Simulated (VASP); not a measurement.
# Ti in VASP: reference runs

How does Ti come out in PBE? The cell is run as given.

All numbers are computed with VASP 6.6.1; they aren't measurements. Logs are shortened: lines on timing, memory, paths and dates and some standing lists are left out, and cuts for length are marked.

## 1. The undisturbed slab

The cell holds a slab with vacuum, 6 atoms: a = 2.950 Å, b = 2.950 Å, c = 26.715 Å, α = 90.00°, β = 90.00°, γ = 120.00°.

The slab is cut from a database's or a generator's crystal, which needn't be the stable form of the element.

## 2. Single point, PBE (the (0 0 1) slab of Ti, cut from the database cell, not relaxed)

Input file INCAR:

```
ALGO = Normal
DIPOL = 0.5 0.5 0.500
EDIFF = 1E-7
ENCUT = 520
GGA = PE
IDIPOL = 3
ISIF = 2
ISMEAR = -1
LASPH = True
LCHARG = False
LDIPOL = True
LREAL = False
LWAVE = False
NBANDS = 45
NELM = 60
PREC = Accurate
SIGMA = 0.05
```

Input file KPOINTS:

```
k-points
0
Gamma
  10 10 1
```

Input file POSCAR:

```
Ti
1.0
    2.9499978604      0.0000000000      0.0000000000
   -1.4749989302      2.5547730882      0.0000000000
    0.0000000000      0.0000000000     26.7150000000
Ti
6
Direct
    0.6666666667      0.3333333334      0.2807411567
    0.3333333333      0.6666666666      0.3684446940
    0.6666666667      0.3333333334      0.4561482313
    0.3333333333      0.6666666666      0.5438517687
    0.6666666667      0.3333333334      0.6315553060
    0.3333333333      0.6666666666      0.7192588433
```

Potentials or basis: VASP PAW PBE potentials, release 64 (Ti_sv).

On the command line:

```console
$ cat potpaw_PBE.64/Ti_sv/POTCAR > POTCAR
$ mpirun -np 1 vasp_std > vasp.out
```

OUTCAR:

```text
EDIFF = 1E-7
   ENCUT = 520
   GGA = PE
   ISIF = 2
   ISMEAR = -1
   LASPH = True
   LREAL = False
   NELM = 60
   PREC = Accurate

 ion  position               nearest neighbor table
   1  0.667  0.333  0.281-   2 2.90   2 2.90   2 2.90
   2  0.333  0.667  0.368-   1 2.90   1 2.90   3 2.90   3 2.90   1 2.90   3 2.90
   3  0.667  0.333  0.456-   2 2.90   2 2.90   2 2.90   4 2.90   4 2.90   4 2.90
   4  0.333  0.667  0.544-   5 2.90   5 2.90   5 2.90   3 2.90   3 2.90   3 2.90
   5  0.667  0.333  0.632-   6 2.90   6 2.90   4 2.90   4 2.90   6 2.90   4 2.90
   6  0.333  0.667  0.719-   5 2.90   5 2.90   5 2.90

  LATTYP: Found a hexagonal cell.
 ALAT       =     2.9499978604
 C/A-ratio  =     9.0559387716

  Lattice vectors:

 A1 = (   2.9499978604,   0.0000000000,   0.0000000000)
 A2 = (  -1.4749989302,   2.5547730882,   0.0000000000)
 A3 = (   0.0000000000,   0.0000000000,  26.7150000000)

Analysis of symmetry for initial positions (statically):
=====================================================================
 Subroutine PRICEL returns:
 Original cell was already a primitive cell.

 Routine SETGRP: Setting up the symmetry group for a
 hexagonal supercell.

 Subroutine GETGRP returns: Found 12 space group operations
 (whereof 12 operations were pure point group operations)
 out of a pool of 24 trial point group operations.

The static configuration has the point symmetry D_3d.

Analysis of symmetry for dynamics (positions and initial velocities):
=====================================================================
 Subroutine PRICEL returns:
 Original cell was already a primitive cell.

 Routine SETGRP: Setting up the symmetry group for a
 hexagonal supercell.

 Subroutine GETGRP returns: Found 12 space group operations
 (whereof 12 operations were pure point group operations)
 out of a pool of 24 trial point group operations.

The dynamic configuration has the point symmetry D_3d.

 Subroutine INISYM returns: Found 12 space group operations
 (whereof 12 operations are pure point group operations),
 and found     1 'primitive' translations

----------------------------------------------------------------------------------------

                                     Primitive cell

  volume of cell :     201.3396

  direct lattice vectors                    reciprocal lattice vectors
     2.949997860  0.000000000  0.000000000     0.338983297  0.195712098  0.000000000
    -1.474998930  2.554773088  0.000000000     0.000000000  0.391424195  0.000000000
     0.000000000  0.000000000 26.715000000     0.000000000  0.000000000  0.037432154

  length of vectors
     2.949997860  2.949997860 26.715000000     0.391424195  0.391424195  0.037432154

  position of ions in fractional coordinates (direct lattice)
     0.666666667  0.333333333  0.280741157
     0.333333333  0.666666667  0.368444694
     0.666666667  0.333333333  0.456148231
     0.333333333  0.666666667  0.543851769
     0.666666667  0.333333333  0.631555306
     0.333333333  0.666666667  0.719258843

  ion indices of the primitive-cell ions
   primitive index   ion index
                 1           1
                 2           2
                 3           3
                 4           4
                 5           5
                 6           6

----------------------------------------------------------------------------------------

 KPOINTS: k-points

Automatic generation of k-mesh.
 Grid dimensions read from file:
 generate k-points for:   10   10    1

 Generating k-lattice:

  Cartesian coordinates                     Fractional coordinates (reciprocal lattice)
     0.033898330  0.019571210  0.000000000     0.100000000 -0.000000000  0.000000000
     0.000000000  0.039142420  0.000000000     0.000000000  0.100000000  0.000000000
     0.000000000  0.000000000  0.037432154     0.000000000  0.000000000  1.000000000

  Length of vectors
     0.039142420  0.039142420  0.037432154

  Shift w.r.t. Gamma in fractional coordinates (k-lattice)
     0.000000000  0.000000000  0.000000000

 Subroutine IBZKPT returns following result:
 ===========================================

 Found     14 irreducible k-points:

 Following reciprocal coordinates:
            Coordinates               Weight
  0.000000  0.000000  0.000000      1.000000
  0.100000  0.000000  0.000000      6.000000
  0.200000  0.000000  0.000000      6.000000
  0.300000  0.000000  0.000000      6.000000
  0.400000  0.000000  0.000000      6.000000
  0.500000  0.000000  0.000000      3.000000
  0.100000  0.100000  0.000000      6.000000
  0.200000  0.100000  0.000000     12.000000
  0.300000  0.100000  0.000000     12.000000
  0.400000  0.100000  0.000000     12.000000
  0.200000  0.200000  0.000000      6.000000
  0.300000  0.200000  0.000000     12.000000
  0.400000  0.200000  0.000000      6.000000
  0.300000  0.300000  0.000000      6.000000
   k-points           NKPTS =     14   k-points in BZ     NKDIM =     14   number of bands    NBANDS=     45
   number of dos      NEDOS =    301   number of ions     NIONS =      6
   total plane-waves  NPLWV = 115200
   dimension x,y,z NGX =    24 NGY =   24 NGZ =  200
   dimension x,y,z NGXF=    48 NGYF=   48 NGZF=  400
   ions per type =               6
   NGX,Y,Z   is equivalent  to a cutoff of  13.53, 13.53, 12.45 a.u.
   NGXF,Y,Z  is equivalent  to a cutoff of  27.05, 27.05, 24.89 a.u.
 SYSTEM =  unknown system
   PREC   = accura    normal or accurate (medium, high low for compatibility)
   ISTART =      0    job   : 0-new  1-cont  2-samecut
   ICHARG =      2    charge: 1-file 2-atom 10-const
   ISPIN  =      1    spin polarized calculation?
   LNONCOLLINEAR =      F non collinear calculations
   LSORBIT =      F    spin-orbit coupling
   LASPH  =      T    aspherical Exc in radial PAW
   ENCUT  =  520.0 eV  38.22 Ry    6.18 a.u.   5.49  5.49 49.67*2*pi/ulx,y,z
   NELM   =     60;   NELMIN=  2; NELMDL= -5     # of ELM steps
   EDIFF  = 0.1E-06   stopping-criterion for ELM
   LREAL  =      F    real-space projection
   EDIFFG = 0.1E-05   stopping-criterion for IOM
   NSW    =      0    number of steps for IOM
   IBRION =     -1    ionic relax: 0-MD 1-quasi-New 2-CG
   NFREE  =      0    steps in history (QN), initial steepest desc. (CG)
   ISIF   =      2    stress and relaxation
   ISYM   =      2    0-nonsym 1-usesym 2-fastsym
   POTIM  = 0.5000    time-step for ionic-motion
   TEBEG  =    0.0;   TEEND  =   0.0 temperature during run
   PSTRESS=    0.0 pullay stress
   NELECT =      72.0000    total number of electrons
   NUPDOWN=      -1.0000    fix difference up-down
   EMIN   =  10.00;   EMAX   =-10.00  energy-range for DOS
   EFERMI =   0.00;   METHOD = LEGACY
   ISMEAR =    -1;   SIGMA  =   0.05  broadening in eV -4-tet -1-fermi 0-gaus
   EFERMI_NEDOS =   21; number of points for ismear=-14 and -15
   IALGO  =     38    algorithm
   IMIX   =      4    mixing-type and parameters
     AMIX     =   0.40;   BMIX     =  1.00
     AMIX_MAG =   1.60;   BMIX_MAG =  1.00
  volume/ion in A,a.u.               =      33.56       226.45
  Fermi-wavevector in a.u.,A,eV,Ry     =   1.162008  2.195877 18.371450  1.350263
  Thomas-Fermi vector in A             =   2.298574
   LORBIT       =      0    0 simple, 1 ext, 2 COOP (PROOUT), +10 PAW based schemes
   GGA     = PE    functional components
   LHFCALC =     F    Hartree Fock is set to
   AEXX    =    0.0000 exact exchange contribution
   IVDW    =     0    specifies the selected vdW correction
   LEPSILON=     F    determine dielectric tensor
   LRPA    =     F    only Hartree local field effects (RPA)
 non-spin polarized calculation
  energy-cutoff  :      520.00
  volume of cell :      201.34
 maximum number of plane-waves:      5535
 NGX is ok and might be reduce to    24
   NGX = 11   NGY = 11   NGZ = 99

 number of electron      72.0000002 magnetization

 dipolmoment           0.000000      0.000000      0.000000 electrons x Angstroem

 Free energy of the ion-electron system (eV)
  ---------------------------------------------------
  ext. energy  EPLUGINS =         0.00000000
  ---------------------------------------------------
  free energy    TOTEN  =       -45.07343214 eV

  energy without entropy =      -44.98729189  energy(sigma->0) =      -45.03036201

 E-fermi :   2.3270     XC(G=0):  -6.7851

 val. band max:        2.3070824868   @ k =   0.1000   0.1000   0.0000
 cond. band min:       2.3516138640   @ k =   0.1000   0.0000   0.0000
 fundamental gap:      0.0445313772
 Fermi energy:         2.3269950243

 k-point     1 :       0.0000    0.0000    0.0000
  band No.  band energies     occupation
      1     -54.6616      2.00000
      2     -54.6616      2.00000
      3     -54.5218      2.00000
      4     -54.4808      2.00000
      5     -54.4396      2.00000
      6     -54.4173      2.00000
[... 37 lines left out ...]
     44       3.1252      0.00000
     45       3.1252      0.00000

 k-point     2 :       0.1000    0.0000    0.0000
  band No.  band energies     occupation
      1     -54.6549      2.00000
      2     -54.6548      2.00000
      3     -54.5133      2.00000
      4     -54.4739      2.00000
      5     -54.4343      2.00000
      6     -54.4132      2.00000
[... 37 lines left out ...]
     44       3.2683      0.00000
     45       3.3187      0.00000

 k-point     3 :       0.2000    0.0000    0.0000
  band No.  band energies     occupation
      1     -54.6371      2.00000
      2     -54.6371      2.00000
      3     -54.4906      2.00000
      4     -54.4556      2.00000
      5     -54.4205      2.00000
      6     -54.4029      2.00000
[... 517 lines left out ...]
     44       3.6706      0.00000
     45       3.8123      0.00000

 k-point    14 :       0.3000    0.3000    0.0000
  band No.  band energies     occupation
      1     -54.5827      2.00000
      2     -54.5827      2.00000
      3     -54.4060      2.00000
      4     -54.3984      2.00000
      5     -54.3832      2.00000
      6     -54.3828      2.00000
[... 37 lines left out ...]
     44       3.7329      0.00000
     45       3.7814      0.00000

------------------------ aborting loop because EDIFF is reached ----------------------------------------

 vacuum level on the upper side and lower side of the slab       (xc-potential included)        -0.143        -0.143

  FORCE on cell =-STRESS in cart. coord.  units (eV):
  Direction    XX          YY          ZZ          XY          YZ          ZX
  --------------------------------------------------------------------------------------
  -------------------------------------------------------------------------------------
  Total       -2.5759704     -2.5759704     -3.3653647      0.0000000      0.0000000     -0.0000000
  in kB      -20.4985074    -20.4985074    -26.7801811      0.0000000      0.0000000     -0.0000000
  external PRESSURE =     -22.5923987 kB  Pullay stress =       0.0000000 kB

 VOLUME and BASIS-vectors are now :
 -----------------------------------------------------------------------------
  energy-cutoff  :      520.00
  volume of cell :      201.34
      direct lattice vectors                 reciprocal lattice vectors
     2.949997860  0.000000000  0.000000000     0.338983297  0.195712098  0.000000000
    -1.474998930  2.554773088  0.000000000     0.000000000  0.391424195  0.000000000
     0.000000000  0.000000000 26.715000000     0.000000000  0.000000000  0.037432154

 POSITION                                       TOTAL-FORCE (eV/Angst)
 -----------------------------------------------------------------------------------
      1.47500      0.85159      7.50000        -0.000000      0.000000      0.624978
     -0.00000      1.70318      9.84300        -0.000000      0.000000     -0.591069
      1.47500      0.85159     12.18600        -0.000000      0.000000      0.070537
     -0.00000      1.70318     14.52900         0.000000     -0.000000     -0.070537
      1.47500      0.85159     16.87200        -0.000000     -0.000000      0.591069
     -0.00000      1.70318     19.21500         0.000000     -0.000000     -0.624978
 -----------------------------------------------------------------------------------
    total drift:                                0.000000      0.000000      0.000000

  FREE ENERGIE OF THE ION-ELECTRON SYSTEM (eV)
  ---------------------------------------------------
  free  energy   TOTEN  =       -45.0734321392 eV

  energy  without entropy=      -44.9872918884  energy(sigma->0) =      -45.03036201

 vacuum level on the upper side and lower side of the slab         6.612         6.612
```

Run time: 3.2 min. Hardware: 1 thread of Intel Xeon 6975P-C (Granite Rapids), shared host; peak memory 0.36 GiB.

What came out:

```yaml
Free_energy: -45.0734 eV
Largest_force: 0.625 eV/Å
Band_gap_on_the_k_mesh: none (metal or under the smearing width)
```

Forces in eV/Å, atoms in the order of the input:
```
Ti   0.000  0.000  0.625
Ti   0.000  0.000 -0.591
Ti   0.000  0.000  0.071
Ti   0.000  0.000 -0.071
Ti   0.000  0.000  0.591
Ti   0.000  0.000 -0.625
```

Levels at points of the mesh, in eV from the Fermi level:
| k point | band 32 | band 33 | band 34 | band 35 | band 36 | band 37 | band 38 | band 39 | band 40 | band 41 |
| --- | --- | --- | --- | --- | --- | --- | --- | --- | --- | --- |
| (0.00, 0.00, 0.00) | -0.09 | 0.19 | 0.28 | 0.55 | 0.61 | 0.67 | 0.67 | 0.68 | 0.68 | 0.77 |
| (0.50, 0.00, 0.00) | -1.18 | -0.90 | -0.84 | -0.83 | 0.14 | 0.34 | 0.62 | 0.95 | 0.95 | 1.07 |
